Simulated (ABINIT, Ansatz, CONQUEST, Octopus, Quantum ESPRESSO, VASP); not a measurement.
One calculation of AlFe, 6 ways

```
Fe Al
1.0
     2.91000    0.00000    0.00000
     0.00000    2.91000    0.00000
     0.00000    0.00000    2.91000
Fe Al
1 1
Direct
  0.50000 0.50000 0.50000
  0.00000 0.00000 0.00000
```

Alike in all runs: task single point; functional PBE; k mesh 9 × 9 × 9; occupations fermi-dirac, width 0.05 eV; collinear spin, ferromagnetic start; no spin-orbit coupling. Pressure is positive in compression and, in plane waves, holds the error of the finite cutoff, which Ansatz's Pulay term estimates and takes out.

```csv
program and potentials,plane-wave cutoff (eV),notes,pressure (GPa),net moment per atom (μB)
"Ansatz, Ansatz PAW",420,9.5 valence electrons an atom on average; Pulay term of +0.07 GPa included,-6.11,0.33
"Octopus, pseudodojo_pbe (PseudoDojo 0.5, PBE)",-,9.5 valence electrons an atom on average,-,0.36
"ABINIT, JTH PAW PBE v2.0",707,9.5 valence electrons an atom on average,-6.44,0.33
"VASP, PBE PAW files Al, Fe, 520 eV",520,5.5 valence electrons an atom on average,-6.15,0.33
"CONQUEST, PseudoDojo NC PBE, DZP, grid cutoff 150 Ha",-,atomic basis; 9.5 valence electrons an atom on average,-2.43,0.36
"Quantum ESPRESSO, SSSP 1.3 efficiency PBE",871,9.5 valence electrons an atom on average,?,?
```

Question: Estimate from the other rows what the run with Quantum ESPRESSO, SSSP 1.3 efficiency PBE gave.

Answer: Pressure -7.02 GPa; net moment per atom 0.33 μB. The other rows, which needn't bracket it: pressure -6.44 to -2.43; net moment per atom 0.33 to 0.36.
